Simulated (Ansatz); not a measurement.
# Convergence of a linear-scaling basis for twisted silicene bilayer, 87.80° (52 atoms), part 2 of 3

Wanted: errors and times of a linear-scaling basis for twisted silicene bilayer, 87.80° (52 atoms). A setting counts as converged where the r.m.s. difference of forces stays under 1 % of the r.m.s. force.

Ansatz 0.2.0; Kohn-Sham DFT, PBE+D4, PAW (set soft_2), plane waves.

The cell: 52 Si. One k-point is far too coarse for the carbon or group-IV sheet, and it can put spurious forces of up to about 1 eV/Å on the sheet's atoms. Beside vacuum, support functions can miss their usual error bounds without a warning. The Brillouin zone is sampled at Γ only, in a cell whose shortest periodic width is 12 Å.

So far. Step 4 (Support functions low): Forces differ from the reference by 0.17 meV/Å r.m.s., 0.055 % of their size, well within a tolerance of 1 %; the energy by -0.23 meV/atom. It took roughly 2.9 times the reference's time (one timing each, with unlike analyses asked), in 13 cycles against 12. Step 5 (Support functions high): Forces differ from the reference by 0.094 meV/Å r.m.s., 0.031 % of their size, well within a tolerance of 1 %; the energy by -0.30 meV/atom.

## 6. Support functions medium, spacing 0.463 Å

The grid spacing sets how fine a wave the support functions can hold.

This step: Kohn-Sham DFT, PBE+D4, PAW (set soft_2), localised support functions (medium) (Ansatz 0.2.0).

Input file input.yaml:

```yaml
crystal:
  lattice:
    - [13.9174, 0.0, 0.0]
    - [-6.9587, 12.05282, 0.0]
    - [0.0, 0.0, 18.14]
  atoms:
    [... the 52 atom lines of step 2 ...]
kpoints:
  mp_grid: { grid: [1, 1, 1] }
hamiltonian:
  xc: pbe
  dispersion: d4
scf:
  occupations: { method: fermi_dirac, width: 0.025 }
  eigensolver: { kind: { support_functions: { accuracy: medium, spacing: 0.463 } } }
  mixing: { beta: 0.4 }
  max_iter: 150
output:
  forces: true
  eigenvalues: true
```

On the command line:

```
$ ansatz run input.yaml --threads 4 --pin off --max-ram 8192MiB --backend cpu --events-out ev --progress --plain --runs-dir out
```

What it wrote:

```text
[...]
Crystal: 52 atoms, lattice volume = 3042.875 Å³
Basis set: ecut = 420 eV, 59527 PW (Γ), exchange–correlation on 192×192×250 points (8 copies of the dense FFT grid, shifted against one another)
Bands: 125, of which v1, the nominal top of the filled ones, is band 104 counted from 1 (103 counted from 0)
Symmetry: 1 space group operations
k-points: 1
[...]
SCF iter   1: F=—  HF=-33033.857702 eV  |F-HF|=—  |Δ(HF+E_count)|=         —  Δρ=2.06e-2  dr2=1.35e1  ethr=1.00e-1
[...]
SCF iter  15: F=-33045.408953 eV  HF=-33045.408751 eV  |F-HF|=2.02e-4  |Δ(HF+E_count)|=   3.75e-4  Δρ=3.69e-6  dr2=9.65e-7  ethr=1.58e-9
SCF 1 converged in 15 iterations: F = -33045.410450 eV  dr2 = 9.65e-7
[...]
SCF converged after 15 iterations
[...]
Free energy (F): -33045.410450 eV
[...]
Internal energy: -33045.345977 eV  (E = F + TS)
E sigma→0 (E₀):  -33045.378213 eV
Entropy (-TS):   -0.064473 eV (-1.240 meV/atom)
Fermi energy:    -0.823046 eV
[...]
--- Forces (eV/Å), atoms counted from 1 ---
  atom   1  Si     0.07247801     0.00486413     0.40224910
  atom   2  Si     0.10003558     0.23504712    -0.03411031
  atom   3  Si    -0.35209354    -0.42987576     0.42585845
  atom   4  Si     0.12528459     0.16562325     0.08141806
  atom   5  Si     0.06883221     0.10963016     0.55359707
  atom   6  Si     0.07633716     0.22104512     0.00333774
  atom   7  Si    -0.31862530     0.48568678     0.56617923
  atom   8  Si     0.67873216    -0.13476513     0.09164079
  atom   9  Si    -0.38189133     0.09540023     0.63433281
  atom  10  Si     0.43159999    -0.42310324    -0.01837498
  atom  11  Si    -0.02618121    -0.06615433     0.56016767
  atom  12  Si     0.20146657     0.15903027    -0.20820832
  atom  13  Si    -0.50310576    -0.19640310     0.41088339
  atom  14  Si     0.02986475    -0.13722143     0.00650876
[...]
atom  51  Si     0.62582983    -0.02736127     0.11497749
  atom  52  Si    -0.28948928     0.02354757    -0.43849751
  max |Σ_I F_I| component: 3.76e-3 eV/Å
--- Band table (eV) ---
[...]
```

Run time: 35 s. Hardware: 4 threads of Arm Neoverse V2, shared host; peak memory 2 GiB.

The program notes that the grid leaves an egg-box force.

Forces differ from the reference by 8.5 meV/Å r.m.s., 2.8 % of their size, over a tolerance of 1 %; the energy by -8.2 meV/atom. It took roughly 1.7 times the reference's time (one timing each, with unlike analyses asked), in 15 cycles against 12. The setting is coarser than the default on purpose.

## 7. Support functions medium, spacing 0.386 Å

The grid spacing sets how fine a wave the support functions can hold.

input.yaml, the sections that differ from step 6:

```yaml
scf:
  occupations: { method: fermi_dirac, width: 0.025 }
  eigensolver: { kind: { support_functions: { accuracy: medium, spacing: 0.386 } } }
  mixing: { beta: 0.4 }
  max_iter: 150
# crystal, kpoints, hamiltonian, output: as in step 6
```

What it wrote:

```text
[...]
Crystal: 52 atoms, lattice volume = 3042.875 Å³
Basis set: ecut = 420 eV, 59527 PW (Γ), exchange–correlation on 192×192×250 points (8 copies of the dense FFT grid, shifted against one another)
Bands: 125, of which v1, the nominal top of the filled ones, is band 104 counted from 1 (103 counted from 0)
Symmetry: 1 space group operations
k-points: 1
[...]
SCF iter   1: F=—  HF=-33034.733728 eV  |F-HF|=—  |Δ(HF+E_count)|=         —  Δρ=2.06e-2  dr2=1.35e1  ethr=1.00e-1
[...]
SCF iter  15: F=-33045.134876 eV  HF=-33045.134676 eV  |F-HF|=2.00e-4  |Δ(HF+E_count)|=   3.53e-4  Δρ=3.65e-6  dr2=9.52e-7  ethr=1.49e-9
SCF 1 converged in 15 iterations: F = -33045.136225 eV  dr2 = 9.52e-7
[...]
SCF converged after 15 iterations
[...]
Free energy (F): -33045.136225 eV
[...]
Internal energy: -33045.071771 eV  (E = F + TS)
E sigma→0 (E₀):  -33045.103998 eV
Entropy (-TS):   -0.064454 eV (-1.240 meV/atom)
Fermi energy:    -0.823443 eV
[...]
--- Forces (eV/Å), atoms counted from 1 ---
  atom   1  Si     0.07344549    -0.00682710     0.39751379
  atom   2  Si     0.09887226     0.23974945    -0.02975681
  atom   3  Si    -0.35178693    -0.43862587     0.42331251
  atom   4  Si     0.13258913     0.16927357     0.08555897
  atom   5  Si     0.06500188     0.09909911     0.55046874
  atom   6  Si     0.07948783     0.22872206     0.00729194
  atom   7  Si    -0.32222190     0.46939478     0.56188579
  atom   8  Si     0.67577987    -0.12686797     0.09479418
  atom   9  Si    -0.38447862     0.08344063     0.62981455
  atom  10  Si     0.43149844    -0.41577362    -0.01475724
  atom  11  Si    -0.02659082    -0.07283282     0.55704412
  atom  12  Si     0.20486725     0.16901449    -0.20409479
  atom  13  Si    -0.49992194    -0.20337726     0.40831773
  atom  14  Si     0.03409274    -0.12149156     0.01076057
[...]
atom  51  Si     0.61542550    -0.03418472     0.11108631
  atom  52  Si    -0.28375194     0.02385690    -0.43501660
  max |Σ_I F_I| component: 2.78e-3 eV/Å
--- Band table (eV) ---
[...]
```

Elapsed: 50 s, on 4 threads; peak memory 2.4 GiB; 3.2 min of CPU time.

Forces differ from the reference by 3.9 meV/Å r.m.s., 1.3 % of their size, over a tolerance of 1 %; the energy by -2.9 meV/atom. It took roughly 2.4 times the reference's time (one timing each, with unlike analyses asked), in 15 cycles against 12. The setting is coarser than the default on purpose.

## 8. Support functions medium, spacing 0.334 Å

The grid spacing sets how fine a wave the support functions can hold.

input.yaml, the sections that differ from step 7:

```yaml
scf:
  occupations: { method: fermi_dirac, width: 0.025 }
  eigensolver: { kind: { support_functions: { accuracy: medium, spacing: 0.334 } } }
  mixing: { beta: 0.4 }
  max_iter: 150
# crystal, kpoints, hamiltonian, output: as in step 7
```

What it wrote:

```text
Warning: scf.eigensolver.kind.support_functions: disabling space-group detection — the functions' gradient is summed over unrotated k-points, so no spatial operation reduces the k-mesh or symmetrises the density; time reversal is kept, so that k and −k are solved as one point where they differ and the mesh holds both, and exact exchange and, on two spinor components, a DFT+U term hold to it where the run has them: [...]
settings of this run that can trade accuracy for cost: scf.eigensolver.kind.support_functions [...]
Engine: ansatz 0.2.0, aarch64-unknown-linux-gnu
Pseudopotentials: kind: paw
Pseudopotential: Si, paw, valence charge 4, recommended cutoff 420 eV (normal), Si.paw.azcp
[... 5 lines on functional and potentials left out ...]
Crystal: 52 atoms, lattice volume = 3042.875 Å³
Basis set: ecut = 420 eV, 59527 PW (Γ), exchange–correlation on 192×192×250 points (8 copies of the dense FFT grid, shifted against one another)
Bands: 125, of which v1, the nominal top of the filled ones, is band 104 counted from 1 (103 counted from 0)
Symmetry: 1 space group operations
k-points: 1
[... 3 lines on functional and potentials left out ...]
Initial density: superposition of atomic densities (neutral atoms: chi_scale 0, normalization atom)
Initial wavefunctions: pseudopotential atomic-orbital guess
Functional: x = pbe(κ = 0.804, μ = 0.219515), c = pbe(β = 0.066725)
SCF iter   1: F=—  HF=-33034.542534 eV  |F-HF|=—  |Δ(HF+E_count)|=         —  Δρ=2.05e-2  dr2=1.34e1  ethr=1.00e-1
preconditioner: auto → Resta (q_TF=auto, 1.745 Å⁻¹)  ε∞=5.2  [insulator: Δε(μ)=0.216 eV  Ē_g=6.693 eV  σ=0.025 eV  W_gap=0.97  n_scr=286 (ndim 8)  ℏωp=9.7 eV  f_vac=0.502  D(μ)=2.06/eV (n_scr^D=2)  ε∞_Penn≈3.1  vacuum switching off (levels at the Fermi level)]
SCF iter   2: F=—  HF=-33048.113924 eV  |F-HF|=—  |Δ(HF+E_count)|=    1.36e1  Δρ=1.98e-2  dr2=1.31e1  ethr=6.46e-3
SCF iter   3: F=—  HF=-33046.540321 eV  |F-HF|=—  |Δ(HF+E_count)|=    1.57e0  Δρ=1.23e-2  dr2=5.66e0  ethr=6.30e-3  κ⁻¹=1.0e0(r=1)
SCF iter   4: F=—  HF=-33045.012148 eV  |F-HF|=—  |Δ(HF+E_count)|=    1.53e0  Δρ=1.38e-3  dr2=3.48e-1  ethr=2.72e-3  κ⁻¹=1.4e-3(r=2)
SCF iter   5: F=—  HF=-33045.025166 eV  |F-HF|=—  |Δ(HF+E_count)|=   1.30e-2  Δρ=1.21e-3  dr2=1.64e-1  ethr=1.67e-4  κ⁻¹=5.3e-4(r=3)
SCF iter   6: F=—  HF=-33045.000973 eV  |F-HF|=—  |Δ(HF+E_count)|=   2.42e-2  Δρ=5.02e-4  dr2=4.72e-2  ethr=7.88e-5  κ⁻¹=6.3e-5(r=4)
SCF iter   7: F=—  HF=-33044.988091 eV  |F-HF|=—  |Δ(HF+E_count)|=   1.29e-2  Δρ=4.15e-4  dr2=1.72e-2  ethr=2.27e-5  κ⁻¹=2.3e-5(r=5)
SCF iter   8: F=—  HF=-33044.993485 eV  |F-HF|=—  |Δ(HF+E_count)|=   5.39e-3  Δρ=1.45e-4  dr2=5.60e-3  ethr=8.27e-6  κ⁻¹=5.9e-6(r=6)
SCF iter   9: F=—  HF=-33044.996361 eV  |F-HF|=—  |Δ(HF+E_count)|=   2.88e-3  Δρ=1.00e-4  dr2=1.64e-3  ethr=2.69e-6  κ⁻¹=7.4e-7(r=7)
SCF iter  10: F=—  HF=-33044.999246 eV  |F-HF|=—  |Δ(HF+E_count)|=   2.88e-3  Δρ=5.26e-5  dr2=4.88e-4  ethr=7.88e-7  κ⁻¹=1.5e-6(r=7)
[...]
SCF iter  18: F=—  HF=-33045.005220 eV  |F-HF|=—  |Δ(HF+E_count)|=   9.45e-5  Δρ=4.77e-7  dr2=1.05e-8  ethr=2.51e-11  κ⁻¹=1.2e-5(r=7)
SCF iter  19: F=—  HF=-33045.005292 eV  |F-HF|=—  |Δ(HF+E_count)|=   7.14e-5  Δρ=2.31e-7  dr2=2.72e-9  ethr=5.06e-12  κ⁻¹=4.2e-6(r=7)
SCF iter  20: F=—  HF=-33045.005354 eV  |F-HF|=—  |Δ(HF+E_count)|=   6.19e-5  Δρ=1.16e-7  dr2=8.29e-10  ethr=1.31e-12  κ⁻¹=3.4e-5(r=7)
SCF iter  21: F=—  HF=-33045.005409 eV  |F-HF|=—  |Δ(HF+E_count)|=   5.49e-5  Δρ=6.31e-8  dr2=3.30e-10  ethr=1.00e-12  κ⁻¹=8.3e-6(r=7)
SCF iter  22: F=-33045.005458 eV  HF=-33045.005458 eV  |F-HF|=8.60e-9  |Δ(HF+E_count)|=   4.93e-5  Δρ=5.42e-8  dr2=1.98e-10  ethr=1.00e-12
SCF 1 converged in 22 iterations: F = -33045.006736 eV  dr2 = 1.98e-10
[...]
SCF converged after 22 iterations
Stability not checked: this state was not tested for a lower state beside it, because the mixer in use, unlike msr1, does not test its closes by its own steps (another_mixer; see scf.mixing.algorithm and scf.lower_state_search)
Free energy (F): -33045.006736 eV
Harris-Foulkes:  -33045.006736 eV  (|F-HF|=8.60e-9)
Internal energy: -33044.942295 eV  (E = F + TS)
E sigma→0 (E₀):  -33044.974516 eV
Entropy (-TS):   -0.064441 eV (-1.239 meV/atom)
Fermi energy:    -0.823587 eV
--- Per-component energies (eV) ---
  E_band       = -1214.506547
  E_kinetic    = 2029.553567
  E_local      = -29760.897346  (includes V_loc(G=0)·N_el)
  E_nonlocal   = 1356.205346
  E_softening  = 0.160421  (part of E_nonlocal)
  E_grid_corr  = 0.140142  (part of E_nonlocal)
  E_hartree    = 13827.293678
  E_xc         = -2826.619264
  E_vxc        = -2370.561377  (∫ρ·V_xc dr)
  E_paw        = -26659.285381  (= ΣΔE_a)
  E_vpaw       = -123.393940  (= ΣTr[D̂ρ^β])
  E_aug_tail   = 0.000330  (compensation charges beyond the density's cutoff)
  E_ewald      = 9004.410230
  E_disp       = -15.602177  (pairwise vdW)
  E_smearing   = -0.064441  (= −TS)
  E_closure    = -0.000000  (closes the sum)
  E_support_correction = -0.001278  (second-order, or where that is not computed along the SCF)
  E_support_correction_error = 1.5e-7  (of E_support_correction; not in F)
  Σ components = -33045.006736   (vs F -33045.006736, Δ=0.00e0)
--- Forces (eV/Å), atoms counted from 1 ---
  atom   1  Si     0.07343124    -0.00781213     0.38982612
  atom   2  Si     0.09884489     0.24053717    -0.02305956
  atom   3  Si    -0.35203355    -0.43909220     0.41649378
  atom   4  Si     0.13310870     0.16935938     0.09171136
  atom   5  Si     0.06496790     0.09910224     0.54178579
  atom   6  Si     0.07913454     0.22891958     0.01393487
  atom   7  Si    -0.32258902     0.46883139     0.55527082
  atom   8  Si     0.67516932    -0.12635815     0.10150587
[...]
atom  13  Si    -0.49933196    -0.20367591     0.40102272
  atom  14  Si     0.03401924    -0.12111357     0.01778252
[...]
atom  51  Si     0.61458230    -0.03463384     0.10464716
  atom  52  Si    -0.28380589     0.02474511    -0.42657431
  max |Σ_I F_I| component: 1.55e-3 eV/Å
--- Band table (eV) ---
  k-point 0: bands = ["-12.1855", "-11.8241", "-11.3290", "-11.3140", [... 98 levels ...], "-1.1229", "-0.8397", "-0.8074", "-0.5913", "-0.5717", "-0.3257", "-0.3117", "-0.1895", "0.2462", "0.3244", "0.3334", "0.4414"]
settings of this run that can trade accuracy for cost: scf.eigensolver.kind.support_functions [...]
```

Wall time 74 s (4 threads); peak memory 2.5 GiB.

The run was cut off at the time limit after its SCF loop had closed; no result of it is taken.

## 9. Support functions medium, spacing 0.296 Å

The grid spacing sets how fine a wave the support functions can hold.

input.yaml, the sections that differ from step 8:

```yaml
scf:
  occupations: { method: fermi_dirac, width: 0.025 }
  eigensolver: { kind: { support_functions: { accuracy: medium, spacing: 0.296 } } }
  mixing: { beta: 0.4 }
  max_iter: 150
# crystal, kpoints, hamiltonian, output: as in step 8
```

What it wrote:

```text
[...]
Crystal: 52 atoms, lattice volume = 3042.875 Å³
Basis set: ecut = 420 eV, 59527 PW (Γ), exchange–correlation on 192×192×250 points (8 copies of the dense FFT grid, shifted against one another)
Bands: 125, of which v1, the nominal top of the filled ones, is band 104 counted from 1 (103 counted from 0)
Symmetry: 1 space group operations
k-points: 1
[...]
SCF iter   1: F=—  HF=-33034.629670 eV  |F-HF|=—  |Δ(HF+E_count)|=         —  Δρ=2.05e-2  dr2=1.35e1  ethr=1.00e-1
[...]
SCF iter  14: F=—  HF=-33045.017549 eV  |F-HF|=—  |Δ(HF+E_count)|=   7.26e-4  Δρ=5.57e-6  dr2=2.11e-6  ethr=4.19e-9  κ⁻¹=2.1e-6(r=7)
SCF iter  15: F=-33045.017893 eV  HF=-33045.017719 eV  |F-HF|=1.74e-4  |Δ(HF+E_count)|=   1.70e-4  Δρ=3.02e-6  dr2=6.80e-7  ethr=1.01e-9
SCF 1 converged in 15 iterations: F = -33045.019348 eV  dr2 = 6.80e-7
[...]
SCF converged after 15 iterations
[...]
Free energy (F): -33045.019348 eV
[...]
Internal energy: -33044.954896 eV  (E = F + TS)
E sigma→0 (E₀):  -33044.987122 eV
Entropy (-TS):   -0.064452 eV (-1.239 meV/atom)
Fermi energy:    -0.823525 eV
[...]
Σ components = -33045.019348   (vs F -33045.019348, Δ=0.00e0)
--- Forces (eV/Å), atoms counted from 1 ---
  atom   1  Si     0.07312024    -0.00806284     0.38951428
  atom   2  Si     0.09883052     0.24062153    -0.02355204
  atom   3  Si    -0.35190497    -0.43904381     0.41617538
  atom   4  Si     0.13288012     0.16921635     0.09135300
[...]
atom  52  Si    -0.28348858     0.02479625    -0.42650698
  max |Σ_I F_I| component: 9.96e-4 eV/Å
--- Band table (eV) ---
[...]
```

The job ended after 58 s (4 threads; peak memory 2.7 GiB).

Keys that differ from the reference: support_functions.accuracy = "medium", support_functions.spacing = 0.296, scf.max_iter = 150 and scf.mixing.beta = 0.4.

Forces differ from the reference by 0.64 meV/Å r.m.s., 0.21 % of their size, well within a tolerance of 1 %; the energy by -0.67 meV/atom. It took roughly 2.7 times the reference's time (one timing each, with unlike analyses asked), in 15 cycles against 12.

## 10. Support functions medium, spacing 0.231 Å

The grid spacing sets how fine a wave the support functions can hold.

input.yaml, the sections that differ from step 9:

```yaml
scf:
  occupations: { method: fermi_dirac, width: 0.025 }
  eigensolver: { kind: { support_functions: { accuracy: medium, spacing: 0.231 } } }
  mixing: { beta: 0.4 }
  max_iter: 150
# crystal, kpoints, hamiltonian, output: as in step 9
```

What it wrote:

```text
[...]
Crystal: 52 atoms, lattice volume = 3042.875 Å³
Basis set: ecut = 420 eV, 59527 PW (Γ), exchange–correlation on 192×192×250 points (8 copies of the dense FFT grid, shifted against one another)
Bands: 125, of which v1, the nominal top of the filled ones, is band 104 counted from 1 (103 counted from 0)
Symmetry: 1 space group operations
k-points: 1
[...]
SCF iter   1: F=—  HF=-33034.905501 eV  |F-HF|=—  |Δ(HF+E_count)|=         —  Δρ=2.05e-2  dr2=1.35e1  ethr=1.00e-1
[...]
SCF iter  14: F=—  HF=-33044.997845 eV  |F-HF|=—  |Δ(HF+E_count)|=   7.72e-4  Δρ=5.16e-6  dr2=2.12e-6  ethr=5.04e-9  κ⁻¹=6.0e-6(r=7)
SCF iter  15: F=-33044.998309 eV  HF=-33044.998120 eV  |F-HF|=1.89e-4  |Δ(HF+E_count)|=   2.74e-4  Δρ=3.39e-6  dr2=6.86e-7  ethr=1.02e-9
SCF 1 converged in 15 iterations: F = -33044.999768 eV  dr2 = 6.86e-7
[...]
SCF converged after 15 iterations
[...]
Free energy (F): -33044.999768 eV
[...]
Internal energy: -33044.935323 eV  (E = F + TS)
E sigma→0 (E₀):  -33044.967545 eV
Entropy (-TS):   -0.064445 eV (-1.239 meV/atom)
Fermi energy:    -0.823471 eV
[...]
Σ components = -33044.999768   (vs F -33044.999768, Δ=0.00e0)
--- Forces (eV/Å), atoms counted from 1 ---
  atom   1  Si     0.07405586    -0.00664139     0.38989713
  atom   2  Si     0.09850128     0.23936818    -0.02401568
  atom   3  Si    -0.35149364    -0.43760590     0.41635026
  atom   4  Si     0.13279484     0.16897222     0.09122325
[...]
atom  52  Si    -0.28329434     0.02474721    -0.42679789
  max |Σ_I F_I| component: 3.17e-4 eV/Å
--- Band table (eV) ---
[...]
```

Run time: 2.1 min. Hardware: 4 threads; peak memory 4.5 GiB.

Keys that differ from the reference: support_functions.accuracy = "medium", support_functions.spacing = 0.231, scf.max_iter = 150 and scf.mixing.beta = 0.4.

Forces differ from the reference by 0.095 meV/Å r.m.s., 0.032 % of their size, well within a tolerance of 1 %; the energy by -0.30 meV/atom. It took roughly 6.1 times the reference's time (one timing each, with unlike analyses asked), in 15 cycles against 12.

## 11. Support functions medium, spacing 0.206 Å

The grid spacing sets how fine a wave the support functions can hold.

input.yaml, the sections that differ from step 10:

```yaml
scf:
  occupations: { method: fermi_dirac, width: 0.025 }
  eigensolver: { kind: { support_functions: { accuracy: medium, spacing: 0.206 } } }
  mixing: { beta: 0.4 }
  max_iter: 150
# crystal, kpoints, hamiltonian, output: as in step 10
```

What it wrote:

```text
[...]
Crystal: 52 atoms, lattice volume = 3042.875 Å³
Basis set: ecut = 420 eV, 59527 PW (Γ), exchange–correlation on 192×192×250 points (8 copies of the dense FFT grid, shifted against one another)
Bands: 125, of which v1, the nominal top of the filled ones, is band 104 counted from 1 (103 counted from 0)
Symmetry: 1 space group operations
k-points: 1
[...]
SCF iter   1: F=—  HF=-33034.905581 eV  |F-HF|=—  |Δ(HF+E_count)|=         —  Δρ=2.05e-2  dr2=1.35e1  ethr=1.00e-1
[...]
SCF iter  14: F=—  HF=-33044.997197 eV  |F-HF|=—  |Δ(HF+E_count)|=   7.72e-4  Δρ=5.15e-6  dr2=2.12e-6  ethr=5.04e-9  κ⁻¹=5.8e-6(r=7)
SCF iter  15: F=-33044.997660 eV  HF=-33044.997471 eV  |F-HF|=1.89e-4  |Δ(HF+E_count)|=   2.74e-4  Δρ=3.39e-6  dr2=6.82e-7  ethr=1.02e-9
SCF 1 converged in 15 iterations: F = -33044.999118 eV  dr2 = 6.82e-7
[...]
SCF converged after 15 iterations
[...]
Free energy (F): -33044.999118 eV
[...]
Internal energy: -33044.934673 eV  (E = F + TS)
E sigma→0 (E₀):  -33044.966896 eV
Entropy (-TS):   -0.064445 eV (-1.239 meV/atom)
Fermi energy:    -0.823469 eV
[...]
Σ components = -33044.999118   (vs F -33044.999118, Δ=0.00e0)
--- Forces (eV/Å), atoms counted from 1 ---
  atom   1  Si     0.07404268    -0.00665425     0.38990814
  atom   2  Si     0.09850500     0.23939436    -0.02402841
  atom   3  Si    -0.35148831    -0.43762474     0.41636285
  atom   4  Si     0.13280113     0.16899662     0.09120743
[...]
atom  52  Si    -0.28327896     0.02476432    -0.42680989
  max |Σ_I F_I| component: 3.26e-4 eV/Å
--- Band table (eV) ---
[...]
```

Run time: 2 min. Hardware: 4 threads; peak memory 4.4 GiB.

Keys that differ from the reference: support_functions.accuracy = "medium", support_functions.spacing = 0.206, scf.max_iter = 150 and scf.mixing.beta = 0.4.

Forces differ from the reference by 0.088 meV/Å r.m.s., 0.029 % of their size, well within a tolerance of 1 %; the energy by -0.28 meV/atom. It took roughly 5.6 times the reference's time (one timing each, with unlike analyses asked), in 15 cycles against 12.

(Continued in part 3 of 3.)

[Long decimals in the printed logs are rounded to 6 places.]

[Logs are printed without paths, hosts, clocks, repeated set-up lines and the standing remarks that a program may print on its own settings, such as how far it seeks lower states.]

[Hosts, paths, dates, database ids (printed as entryN), source tags and the programs' standing remarks are cut or masked in the printed files.]
